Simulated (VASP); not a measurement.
# TiTe2: formation energy of a vacancy on the Ti site, part 4 of 4

Wanted: what a vacancy on the Ti site costs in TiTe2 and how the lattice relaxes round it. The start is a cell from a database of measured crystal structures.

VASP 6.6.1, plane waves and PAW; the level of theory is named at each step.

So far. Step 5 (Reference Te): The run ended after 11 ionic steps, 0.016 eV below its first step, once forces and stress met EDIFFG = -0.02. Step 5 (Reference Te): Energy at zero smearing: -9.43035 eV.

### Step 6. The defect cell

This step: PBE, no spin polarisation; plane waves and PAW (Te, Ti) (VASP 6.6.1).

System of this step: Ti11Te24. The cell holds 35 atoms: 24 Te and 11 Ti. Its edges and angles: a = 9.305 Å, b = 9.305 Å, c = 22.820 Å, α = 127.9°, β = 127.9°, γ = 89.7°. It derives from TiTe2. Nearest the centre at fractional (0.000, 0.000, 0.000): Te13 at 2.77 Å, Te9 at 2.77 Å, Te12 at 2.77 Å, Te24 at 2.77 Å, Te22 at 2.77 Å, Te2 at 2.77 Å, Ti29 at 3.79 Å, Ti33 at 3.79 Å.

The host is treated as a metal, since its gap is under 0.3 eV or closed. The run keeps 4 symmetry operations, which cuts the number of k-points but bars distortions that break them. The atoms relax at the host's fixed cell.

INCAR reads:

```
SYSTEM = Ti11Te24
PREC = Normal
ENCUT = 300
EDIFF = 1E-05
NELM = 120
ISMEAR = 1
SIGMA = 0.2
LREAL = Auto
ALGO = Fast
GGA = PE
NBANDS = 120
LASPH = .TRUE.
LORBIT = 11
LWAVE = .FALSE.
LCHARG = .TRUE.
KPAR = 4
IBRION = 2
NSW = 50
ISIF = 2
EDIFFG = -0.03
POTIM = 0.4
MAXMIX = 40
ISYM = 2
```

POSCAR reads:

```
Ti11Te24
1.0
   -5.6853311748      3.2824274842      6.5950495865
    5.6853311748     -3.2824274842      6.5950495865
    5.6853311748      9.8472824526    -19.7851487595
Te Ti
24 11
Direct
    0.7046888900      0.5380222300      0.1666666700
    0.2046888900      0.0380222300      0.1666666700
    0.2046888900      0.5380222300      0.3333333300
    0.7046888900      0.0380222300      0.3333333300
    0.7046888900      0.5380222300      0.5000000000
    0.2046888900      0.0380222300      0.5000000000
    0.2046888900      0.5380222300      0.6666666700
    0.7046888900      0.0380222300      0.6666666700
    0.7046888900      0.5380222300      0.8333333300
    0.2046888900      0.0380222300      0.8333333300
    0.2046888900      0.5380222300      0.0000000000
    0.7046888900      0.0380222300      0.0000000000
    0.2953111100      0.4619777700      0.1666666700
    0.7953111100      0.9619777700      0.1666666700
    0.7953111100      0.4619777700      0.3333333300
    0.2953111100      0.9619777700      0.3333333300
    0.2953111100      0.4619777700      0.5000000000
    0.7953111100      0.9619777700      0.5000000000
    0.7953111100      0.4619777700      0.6666666700
    0.2953111100      0.9619777700      0.6666666700
    0.2953111100      0.4619777700      0.8333333300
    0.7953111100      0.9619777700      0.8333333300
    0.7953111100      0.4619777700      0.0000000000
    0.2953111100      0.9619777700      0.0000000000
    0.5000000000      0.5000000000      0.0000000000
    0.5000000000      0.0000000000      0.1666666700
    0.0000000000      0.5000000000      0.1666666700
    0.0000000000      0.0000000000      0.3333333300
    0.5000000000      0.5000000000      0.3333333300
    0.5000000000      0.0000000000      0.5000000000
    0.0000000000      0.5000000000      0.5000000000
    0.0000000000      0.0000000000      0.6666666700
    0.5000000000      0.5000000000      0.6666666700
    0.5000000000      0.0000000000      0.8333333300
    0.0000000000      0.5000000000      0.8333333300
```

KPOINTS reads:

```
Automatic mesh
0
Gamma
4 4 4
0 0 0
```

Potentials, in the order of the species: Te and Ti (PBE family, release 64).

Run with:

```console
> mpirun -np 4 vasp_std
```

Log:

```text
[banner, memory and clock lines left out]
running    4 mpi-ranks, on    1 nodes
[...]
LDA part: xc-table for (Slater+PW92), standard interpolation
 POSCAR, INCAR and KPOINTS ok, starting setup
[...]
entering main loop
       N       E                     dE             d eps       ncg     rms          rms(c)
DAV:   1     0.996697325608E+03    0.99670E+03   -0.45777E+04  5768   0.835E+02
DAV:   2    -0.991022786978E+01   -0.10066E+04   -0.96433E+03  5928   0.220E+02
DAV:   3    -0.197477659089E+03   -0.18757E+03   -0.18012E+03  7984   0.868E+01
DAV:   4    -0.207010604539E+03   -0.95329E+01   -0.94385E+01  7240   0.217E+01
[...]
RMM:  18    -0.182087384524E+03    0.17932E-04   -0.48550E-04  6496   0.448E-02    0.387E-02
RMM:  19    -0.182087382864E+03    0.16594E-05   -0.12725E-04  5921   0.215E-02    0.288E-02
RMM:  20    -0.182087388862E+03   -0.59977E-05   -0.17625E-05  3965   0.964E-03
   1 F= -.18208739E+03 E0= -.18209743E+03  d E =-.182087E+03
[... from here on, the cycles between the ionic steps are left out ...]
   2 F= -.18217297E+03 E0= -.18218355E+03  d E =-.855825E-01
   3 F= -.18222951E+03 E0= -.18224098E+03  d E =-.142120E+00
   4 F= -.18222952E+03 E0= -.18224102E+03  d E =-.142134E+00
   5 F= -.18223321E+03 E0= -.18224476E+03  d E =-.368693E-02
   6 F= -.18223908E+03 E0= -.18225078E+03  d E =-.955424E-02
   7 F= -.18223927E+03 E0= -.18225100E+03  d E =-.974368E-02
   8 F= -.18224298E+03 E0= -.18225466E+03  d E =-.371546E-02
   9 F= -.18224530E+03 E0= -.18225691E+03  d E =-.602925E-02
  10 F= -.18224670E+03 E0= -.18225820E+03  d E =-.743611E-02
  11 F= -.18225003E+03 E0= -.18226153E+03  d E =-.332585E-02
[...]
hard stop encountered!  aborting job ...
[...]
|     The electronic self-consistency was not achieved in the given           |
[...]
soft stop encountered!  aborting job ...
  12 F= -.18225135E+03 E0= -.18226279E+03  d E =0.343248E-01
 deleting file STOPCAR
```

Run time: 51 min. Hardware: 4 MPI ranks of Intel Xeon Platinum 8488C (Sapphire Rapids), shared host; peak memory 4 GiB.

The steps of the relaxation:

| step | energy less that of the first step (eV) | largest force (eV/Å) |
| --- | --- | --- |
| 1 | 0.0000 | 0.4960 |
| 2 | -0.0856 | 0.3474 |
| 3 | -0.1421 | 0.0893 |
| 4 | -0.1421 | 0.0853 |
| 5 | -0.1458 | 0.0647 |
| 6 | -0.1517 | 0.0798 |
| 7 | -0.1519 | 0.0875 |
| 8 | -0.1556 | 0.0495 |
| 9 | -0.1579 | 0.0423 |
| 10 | -0.1593 | 0.0706 |
| 11 | -0.1626 | 0.0628 |

The atoms that moved most (Å):

| atom | dx | dy | dz | length |
| --- | --- | --- | --- | --- |
| Te2 | -0.010 | 0.001 | 0.100 | 0.100 |
| Te9 | -0.006 | 0.008 | 0.100 | 0.100 |
| Te13 | 0.006 | -0.008 | -0.100 | 0.100 |
| Te22 | 0.010 | -0.001 | -0.100 | 0.100 |
| Te24 | -0.062 | 0.036 | -0.025 | 0.076 |
| Te12 | 0.062 | -0.036 | 0.025 | 0.076 |
| Te11 | -0.012 | 0.007 | -0.026 | 0.029 |
| Te23 | 0.012 | -0.007 | 0.026 | 0.029 |

The relaxed structure:

```
Te Ti
1.0
    -5.68533    3.28243    6.59505
     5.68533   -3.28243    6.59505
     5.68533    9.84728  -19.78515
Te Ti
24 11
Cartesian
  0.0120 2.1722 4.8812
  -0.0098 2.1890 -1.5969
  3.7971 2.1955 -1.7106
  -1.9050 5.4804 -1.7151
  1.8866 5.4840 -1.7044
  1.8794 5.4715 -8.2994
  5.6825 5.4612 -8.3056
  -0.0133 8.7569 -8.3102
  3.7847 8.7612 -8.1920
  3.8101 8.7508 -14.9039
  1.8832 -1.0872 4.8726
  -3.7285 2.1526 4.9231
  1.9006 1.0861 1.5969
  1.8752 1.0965 8.3089
  0.0028 4.3861 1.7106
  5.6986 1.0904 1.7151
  3.7987 4.3633 -4.8907
  3.8059 4.3758 1.7044
  1.8883 7.6518 -4.8845
  7.5904 4.3669 -4.8799
  5.6734 7.6751 -11.4763
  5.6951 7.6582 -4.9981
  -1.8832 1.0872 8.3175
  3.7285 -2.1526 8.2670
  0.0000 0.0000 6.5950
  -1.8932 3.2738 -0.0044
  3.7818 -0.0027 0.0044
  1.8910 3.2753 -6.5950
  1.8852 3.2653 0.0000
  0.0000 6.5649 -6.5950
  5.6853 3.2824 -6.5951
  3.7943 6.5720 -13.1901
  3.8001 6.5820 -6.5951
  1.8932 9.8559 -13.1857
  7.5888 6.5675 -13.1945
```

The stop cut the electronic loop of the last step short, so that step is set aside; the step before it may be unsound too where the loop had begun to diverge.

The run met its time limit with a largest force of 0.06 eV/Å at its last finished step, short of the threshold. The session uses it under a looser, picked bar, without proof that a minimum is near.

### Step 7. Putting the energies together

This step: point defect, PBE; plane waves and PAW (VASP 6.6.1).

This step runs nothing: it gathers the runs above.

Numbers from this step:

- formation energy of the neutral defect: 3.225 eV
- host formation enthalpy: -0.6853 eV/atom

Formation energy:

| formation energy (eV) | largest move (Å) |
| --- | --- |
| 3.225 | 0.1004 |

The formation energy is the energy of the relaxed defect cell less that of the perfect cell, with each removed atom booked to its reference and each added atom taken from it.

References, in eV an atom: Ti -7.761 (crystal P6_3/mmc) and Te -3.143 (crystal P3_121). They were run at the supercell's cutoff and functional, without U, and count both elements from their own phases.

### Step 8. Results

```
formation energy at charge 0 : 3.225 eV
host formation enthalpy      : -0.685 eV/atom
```

A vacancy on the Ti site costs 3.23 eV, with every exchanged atom at the energy of its element. The crystal is layered and no dispersion term is used, so the spacing and binding between its layers, and what hangs on them, are unreliable. With metallic smearing the value can move by tenths of an eV with the k mesh. The supercell of 36 atoms is small, so interactions between images remain. A relaxation stopped short of its threshold, at a residual force of 0.06 eV/Å, so the energy of that state, where it is used, is an upper bound.

[Lines on the potential files, build, host, timing and source positions are cut from VASP's logs without a mark.]

[Logs are printed without paths, hosts, clocks, repeated set-up lines and the standing remarks that a program may print on its own settings, such as how far it seeks lower states.]

[Hosts, paths, dates, database ids (printed as entryN), source tags and the programs' standing remarks are cut or masked in the printed files.]

[In band tables of VASP the shares of atoms and orbitals are scaled to a sum of 1 inside the atoms' spheres.]

[Runs that stopped without an error message from VASP are left out.]
